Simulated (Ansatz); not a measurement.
Runs of Ansatz 0.2.0 on CdSe. Symmetry: F-43m, No. 216, cubic system. Conventional cell: a = 6.141 Å, b = 6.141 Å, c = 6.141 Å, α = 90.00°, β = 90.00°, γ = 90.00°. Cd (site symmetry -43m) is surrounded by 4 Se at 2.66 Å. Around Se (site symmetry -43m) lie 4 Cd at 2.66 Å. Measurements of this composition are mostly on another form, of space group No. 186.

```csv
task,level,potentials or basis,spin,cell,k mesh,cutoff (eV),smearing,driver,eos,points for each segment of the path,optimizer,fmax,other keys,mesh quality,gap on the mesh (eV),pressure (GPa)
band structure,r2SCAN-EpsX+D4,Ansatz PAW,"collinear, ferromagnetic start",as given,4 × 4 × 4,500,fermi-dirac 0.1 eV,chain,-,4,-,-,-,coarse,1.86,(a)
single point,PBE,Ansatz PAW,"SOC, no magnetisation",as given,8 × 8 × 8,420,fixed,calculator,-,-,-,-,-,not flagged,0.43,1.3
relaxation of the atoms,SVWN5,as the typed override names,off,"atoms relaxed from: atoms moved at random, drawn with an rms of 0.05 Å",6 × 6 × 6,550,fermi-dirac 0.05 eV,calculator,-,-,BFGS,0.02,"hamiltonian.pseudopotentials = kind nc, accuracy standard; …",not flagged,-,-5.7
single point,PBE,Ansatz PAW,"SOC, no magnetisation",as given,8 × 8 × 8,420,fixed,-,-,-,-,-,-,not flagged,0.43,1.3
```

Problem. Fill in the values left out.

Solution. (a) -1.1.

Caveats: some runs use coarse meshes; the thresholds are loose for stress (some runs); the PAW data sets were made with another functional, which shifts forces and pressure a little (some runs); the dispersion damping was fitted for another functional or another form of the correction (some runs); the starting moments weren't kept (some runs); the pressure holds a Pulay correction of +782.0 GPa for the finite cutoff (some runs); the cutoff lies under the one recommended for these potentials (some runs).

A k mesh can miss the band edges, and rows without SOC leave out spin-orbit coupling on Cd, Se.
